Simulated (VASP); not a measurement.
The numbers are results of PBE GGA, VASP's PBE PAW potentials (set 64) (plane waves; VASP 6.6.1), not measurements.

Input for VASP

INCAR:
```
LMAXMIX = 4   ! l cut-off of mixed one-centre charges
LASPH = T   ! aspherical one-centre terms
SYSTEM = SrF2
SIGMA = 0.01   ! width (eV)
ISMEAR = 0
LEPSILON = T
LCHARG = F
IBRION = 8
NELM = 100
NSW = 1
EDIFF = 1E-8
ALGO = Normal
PREC = Accurate
ENCUT = 520
GGA = PE   ! PBE
LWAVE = F
LREAL = F   ! projection in real space or not
```

**KPOINTS**
```
K-points
0
Gamma
7 7 7
```

### POSCAR
```
SrF2
1
    0.0000000000     2.9333246790     2.9333246790
    2.9333246790     0.0000000000     2.9333246790
    2.9333246790     2.9333246790     0.0000000000
Sr F
1 2
Direct
  0.0000000000   0.0000000000   0.0000000000
  0.2500000000   0.2500000000   0.2500000000
  0.7500000000   0.7500000000   0.7500000000
```

POTCAR, in this order: Sr_sv F (PBE.64 set). Program: vasp_std.

The run wrote:

OSZICAR:
```
...
 Linear response to external field, progress :
  Direction:   1
       N       E                     dE             d eps       ncg     rms          rms(c)
RMM:   1    -0.179526648635E+00   -0.17953E+00   -0.35952E-01  2567   0.279E+00
RMM:   2    -0.181778669685E+00   -0.22520E-02   -0.25649E-02  2523   0.677E-01    0.908E-01
RMM:   3    -0.173878725760E+00    0.78999E-02   -0.11880E-02  2229   0.802E-01    0.561E-01
RMM:   4    -0.179788346168E+00   -0.59096E-02   -0.83658E-03  2274   0.706E-01    0.236E-01
RMM:   5    -0.184619385090E+00   -0.48310E-02   -0.18836E-03  2595   0.270E-01    0.298E-02
RMM:   6    -0.185090002159E+00   -0.47062E-03   -0.31796E-04  2788   0.824E-02    0.258E-02
RMM:   7    -0.185657908561E+00   -0.56791E-03   -0.42567E-05  2550   0.397E-02    0.902E-03
RMM:   8    -0.185627120416E+00    0.30788E-04   -0.56991E-06  2851   0.162E-02    0.965E-04
RMM:   9    -0.185633539223E+00   -0.64188E-05   -0.26260E-06  2904   0.578E-03    0.290E-04
RMM:  10    -0.185635288912E+00   -0.17497E-05   -0.85209E-08  2994   0.226E-03    0.373E-04
RMM:  11    -0.185635815136E+00   -0.52622E-06   -0.15332E-07  2838   0.971E-04    0.161E-04
RMM:  12    -0.185636034790E+00   -0.21965E-06   -0.33825E-07  2515   0.415E-04    0.648E-05
RMM:  13    -0.185636300743E+00   -0.26595E-06   -0.67642E-08  2285   0.198E-04    0.238E-05
RMM:  14    -0.185636385887E+00   -0.85145E-07   -0.85874E-08  1924   0.102E-04    0.403E-06
 Linear response to external field, progress :
  Direction:   2
       N       E                     dE             d eps       ncg     rms          rms(c)
RMM:   1    -0.179631513765E+00   -0.17963E+00   -0.36057E-01  2572   0.280E+00
RMM:   2    -0.181772732223E+00   -0.21412E-02   -0.25447E-02  2538   0.686E-01    0.908E-01
RMM:   3    -0.173857544167E+00    0.79152E-02   -0.11820E-02  2231   0.803E-01    0.561E-01
RMM:   4    -0.179785221414E+00   -0.59277E-02   -0.83987E-03  2277   0.708E-01    0.236E-01
RMM:   5    -0.184617114476E+00   -0.48319E-02   -0.19105E-03  2611   0.272E-01    0.299E-02
RMM:   6    -0.185083778575E+00   -0.46666E-03   -0.32761E-04  2804   0.841E-02    0.261E-02
RMM:   7    -0.185650482354E+00   -0.56670E-03   -0.37261E-05  2563   0.403E-02    0.932E-03
RMM:   8    -0.185628246050E+00    0.22236E-04   -0.20999E-05  2874   0.166E-02    0.972E-04
RMM:   9    -0.185632988127E+00   -0.47421E-05   -0.11255E-06  2926   0.592E-03    0.283E-04
RMM:  10    -0.185635177201E+00   -0.21891E-05    0.17147E-07  2995   0.234E-03    0.385E-04
RMM:  11    -0.185635868124E+00   -0.69092E-06   -0.21920E-07  2865   0.101E-03    0.158E-04
RMM:  12    -0.185636097514E+00   -0.22939E-06   -0.22950E-07  2568   0.424E-04    0.614E-05
RMM:  13    -0.185636359695E+00   -0.26218E-06   -0.60029E-08  2325   0.199E-04    0.149E-05
RMM:  14    -0.185636363827E+00   -0.41323E-08    0.16661E-09  1901   0.100E-04    0.408E-06
 Linear response to external field, progress :
  Direction:   3
       N       E                     dE             d eps       ncg     rms          rms(c)
RMM:   1    -0.179621895991E+00   -0.17962E+00   -0.36048E-01  2571   0.280E+00
RMM:   2    -0.181770145755E+00   -0.21482E-02   -0.25461E-02  2536   0.686E-01    0.908E-01
RMM:   3    -0.173857124672E+00    0.79130E-02   -0.11818E-02  2230   0.803E-01    0.561E-01
RMM:   4    -0.179784666247E+00   -0.59275E-02   -0.83962E-03  2277   0.707E-01    0.236E-01
RMM:   5    -0.184617716749E+00   -0.48331E-02   -0.19125E-03  2611   0.272E-01    0.299E-02
RMM:   6    -0.185083467761E+00   -0.46575E-03   -0.32732E-04  2803   0.840E-02    0.262E-02
RMM:   7    -0.185650311484E+00   -0.56684E-03   -0.35422E-05  2567   0.402E-02    0.937E-03
RMM:   8    -0.185628209202E+00    0.22102E-04   -0.21747E-05  2876   0.166E-02    0.957E-04
RMM:   9    -0.185633056164E+00   -0.48470E-05   -0.36657E-09  2924   0.593E-03    0.288E-04
RMM:  10    -0.185635188230E+00   -0.21321E-05   -0.33774E-06  2994   0.236E-03    0.390E-04
RMM:  11    -0.185635789907E+00   -0.60168E-06   -0.18507E-07  2858   0.101E-03    0.164E-04
RMM:  12    -0.185636071395E+00   -0.28149E-06    0.29873E-08  2549   0.422E-04    0.641E-05
RMM:  13    -0.185636340862E+00   -0.26947E-06   -0.76150E-08  2343   0.199E-04    0.195E-05
RMM:  14    -0.185636375368E+00   -0.34507E-07   -0.68479E-08  1913   0.999E-05    0.455E-06
 Linear response DOF=           2
 Linear response progress:
  Degree of freedom:   1/  2
       N       E                     dE             d eps       ncg     rms          rms(c)
RMM:   1    -0.287103432509E+00   -0.28710E+00    0.31580E-01  2203   0.337E+00
RMM:   2    -0.291538102458E+00   -0.44347E-02   -0.36187E-02  2224   0.760E-01    0.408E-01
RMM:   3    -0.291888308503E+00   -0.35021E-03   -0.23541E-03  2485   0.264E-01    0.261E-01
RMM:   4    -0.292100152622E+00   -0.21184E-03   -0.52901E-04  2453   0.143E-01    0.495E-02
RMM:   5    -0.292442258416E+00   -0.34211E-03   -0.78373E-05  2717   0.409E-02    0.140E-02
RMM:   6    -0.292509309732E+00   -0.67051E-04   -0.11699E-05  2801   0.148E-02    0.600E-03
RMM:   7    -0.292492920198E+00    0.16390E-04   -0.18242E-06  2717   0.688E-03    0.165E-03
RMM:   8    -0.292493899136E+00   -0.97894E-06   -0.69867E-08  2779   0.310E-03    0.583E-04
RMM:   9    -0.292492078218E+00    0.18209E-05   -0.29168E-06  3048   0.132E-03    0.471E-04
RMM:  10    -0.292488695084E+00    0.33831E-05    0.26216E-06  2704   0.694E-04    0.364E-04
RMM:  11    -0.292491318676E+00   -0.26236E-05    0.96013E-07  2839   0.376E-04    0.113E-05
RMM:  12    -0.292491355326E+00   -0.36650E-07    0.54953E-07  3081   0.141E-04    0.208E-05
RMM:  13    -0.292491131519E+00    0.22381E-06    0.43505E-07  2910   0.562E-05    0.910E-06
RMM:  14    -0.292491147933E+00   -0.16413E-07    0.64995E-08  2978   0.223E-05    0.628E-06
RMM:  15    -0.292491162665E+00   -0.14732E-07    0.27571E-09  2633   0.969E-06    0.410E-06
RMM:  16    -0.292491181502E+00   -0.18837E-07    0.22643E-09  2410   0.488E-06    0.188E-06
RMM:  17    -0.292491196160E+00   -0.14658E-07    0.14054E-08  2170   0.305E-06    0.165E-07
RMM:  18    -0.292491197698E+00   -0.15387E-08   -0.39844E-10  1508   0.175E-06    0.132E-07
 Linear response progress:
  Degree of freedom:   2/  2
       N       E                     dE             d eps       ncg     rms          rms(c)
RMM:   1    -0.539155474142E+00   -0.53916E+00    0.61134E-01  3938   0.496E+00
RMM:   2    -0.534579819929E+00    0.45757E-02   -0.85593E-03  3126   0.721E-01    0.246E-01
RMM:   3    -0.536101197674E+00   -0.15214E-02   -0.14396E-03  3945   0.218E-01    0.162E-01
RMM:   4    -0.538230634276E+00   -0.21294E-02   -0.47179E-04  3548   0.156E-01    0.130E-02
RMM:   5    -0.538076918960E+00    0.15372E-03   -0.18656E-04  4763   0.487E-02    0.107E-02
RMM:   6    -0.538062813373E+00    0.14106E-04   -0.23569E-05  4655   0.191E-02    0.599E-03
RMM:   7    -0.538065691607E+00   -0.28782E-05   -0.28517E-06  4434   0.842E-03    0.143E-03
RMM:   8    -0.538060595624E+00    0.50960E-05   -0.63471E-07  5214   0.336E-03    0.664E-04
RMM:   9    -0.538059017470E+00    0.15782E-05   -0.71423E-07  5037   0.133E-03    0.211E-04
RMM:  10    -0.538059425885E+00   -0.40842E-06   -0.47996E-08  5011   0.602E-04    0.959E-05
RMM:  11    -0.538059459791E+00   -0.33905E-07   -0.36690E-09  5313   0.267E-04    0.314E-05
RMM:  12    -0.538059506298E+00   -0.46507E-07    0.31779E-08  5283   0.113E-04    0.196E-05
RMM:  13    -0.538059509911E+00   -0.36135E-08   -0.53444E-08  5333   0.496E-05    0.759E-06
 Linear response finished
```

**OUTCAR**
```
------------------------ aborting loop because EDIFF is reached ----------------------------------------

 HEAD OF MICROSCOPIC STATIC DIELECTRIC TENSOR (INDEPENDENT PARTICLE, excluding Hartree and local field effects)
 ------------------------------------------------------
           2.318116    -0.000000    -0.000000
           0.000000     2.318116    -0.000000
          -0.000000     0.000000     2.318116
 ------------------------------------------------------

 MACROSCOPIC STATIC DIELECTRIC TENSOR (including local field effects in DFT)
 ------------------------------------------------------
           2.215865     0.000000    -0.000000
           0.000000     2.215865    -0.000000
           0.000000     0.000000     2.215865
 ------------------------------------------------------

 PIEZOELECTRIC TENSOR (including local field effects)  for field in x, y, z        (e  Angst)
          XX          YY          ZZ          XY          YZ          ZX
  --------------------------------------------------------------------------------
  x     0.00000     0.00000     0.00000     0.00000     0.00000     0.00000
  y     0.00000     0.00000     0.00000     0.00000     0.00000     0.00000
  z     0.00000     0.00000     0.00000     0.00000     0.00000     0.00000

 PIEZOELECTRIC TENSOR (including local field effects)  for field in x, y, z        (C/m^2)
          XX          YY          ZZ          XY          YZ          ZX
  --------------------------------------------------------------------------------
  x     0.00000     0.00000     0.00000     0.00000     0.00000     0.00000
  y     0.00000     0.00000     0.00000     0.00000     0.00000     0.00000
  z     0.00000     0.00000     0.00000     0.00000     0.00000     0.00000

 BORN EFFECTIVE CHARGES (including local field effects) (in |e|, cummulative output)
 ---------------------------------------------------------------------------------
 ion    1
    1     2.39939     0.00000     0.00000
    2     0.00000     2.39939     0.00000
    3     0.00000     0.00000     2.39939
 ion    2
    1    -1.19969     0.00000     0.00000
    2     0.00000    -1.19969     0.00000
    3     0.00000     0.00000    -1.19969
 ion    3
    1    -1.19969     0.00000     0.00000
    2     0.00000    -1.19969     0.00000
    3     0.00000     0.00000    -1.19969

   1 f  =    8.149897 THz    51.207310 2PiTHz  271.851286 cm-1    33.705249 meV
             X         Y         Z           dx          dy          dz
      0.000000  0.000000  0.000000    -0.000000    0.000000    0.000000
      1.466662  1.466662  1.466662    -0.000000    0.000000   -0.707107
      4.399987  4.399987  4.399987     0.000000   -0.000000    0.707107

   2 f  =    8.149897 THz    51.207310 2PiTHz  271.851286 cm-1    33.705249 meV
             X         Y         Z           dx          dy          dz
      0.000000  0.000000  0.000000    -0.000000   -0.000000    0.000000
      1.466662  1.466662  1.466662    -0.351547   -0.613526   -0.000000
      4.399987  4.399987  4.399987     0.351547    0.613526    0.000000

   3 f  =    8.149897 THz    51.207310 2PiTHz  271.851286 cm-1    33.705249 meV
             X         Y         Z           dx          dy          dz
      0.000000  0.000000  0.000000     0.000000   -0.000000   -0.000000
      1.466662  1.466662  1.466662     0.613526   -0.351547   -0.000000
      4.399987  4.399987  4.399987    -0.613526    0.351547    0.000000

   4 f  =    5.947278 THz    37.367849 2PiTHz  198.379835 cm-1    24.595954 meV
             X         Y         Z           dx          dy          dz
      0.000000  0.000000  0.000000     0.023697    0.549477   -0.001610
      1.466662  1.466662  1.466662    -0.025445   -0.590004    0.001729
      4.399987  4.399987  4.399987    -0.025445   -0.590004    0.001729

   5 f  =    5.947278 THz    37.367849 2PiTHz  198.379835 cm-1    24.595954 meV
             X         Y         Z           dx          dy          dz
      0.000000  0.000000  0.000000    -0.083092    0.005176    0.543652
      1.466662  1.466662  1.466662     0.089220   -0.005558   -0.583750
      4.399987  4.399987  4.399987     0.089220   -0.005558   -0.583750

   6 f  =    5.947278 THz    37.367849 2PiTHz  198.379835 cm-1    24.595954 meV
             X         Y         Z           dx          dy          dz
      0.000000  0.000000  0.000000     0.543160   -0.023181    0.083237
      1.466662  1.466662  1.466662    -0.583222    0.024891   -0.089377
      4.399987  4.399987  4.399987    -0.583222    0.024891   -0.089377

   7 f/i=    0.000074 THz     0.000462 2PiTHz    0.002455 cm-1     0.000304 meV
             X         Y         Z           dx          dy          dz
      0.000000  0.000000  0.000000    -0.044935    0.045948    0.832695
      1.466662  1.466662  1.466662    -0.020924    0.021396    0.387748
      4.399987  4.399987  4.399987    -0.020924    0.021396    0.387748

   8 f/i=    0.000074 THz     0.000462 2PiTHz    0.002455 cm-1     0.000304 meV
             X         Y         Z           dx          dy          dz
      0.000000  0.000000  0.000000    -0.276611   -0.787517    0.028528
      1.466662  1.466662  1.466662    -0.128805   -0.366711    0.013284
      4.399987  4.399987  4.399987    -0.128805   -0.366711    0.013284

   9 f/i=    0.000074 THz     0.000462 2PiTHz    0.002455 cm-1     0.000304 meV
             X         Y         Z           dx          dy          dz
      0.000000  0.000000  0.000000    -0.786752    0.274256   -0.057590
      1.466662  1.466662  1.466662    -0.366355    0.127709   -0.026817
      4.399987  4.399987  4.399987    -0.366355    0.127709   -0.026817

 MACROSCOPIC STATIC DIELECTRIC TENSOR IONIC CONTRIBUTION
 ------------------------------------------------------
           5.380433    -0.000000     0.000000
          -0.000000     5.380433    -0.000000
           0.000000    -0.000000     5.380433
 ------------------------------------------------------

 ELASTIC MODULI CONTR FROM IONIC RELAXATION (kBar)
 Direction    XX          YY          ZZ          XY          YZ          ZX
 --------------------------------------------------------------------------------
 XX           0.0000      0.0000      0.0000      0.0000      0.0000      0.0000
...
```
(Selected blocks of OUTCAR.)

The compound is SrF2 in the fluorite structure. It was relaxed first.
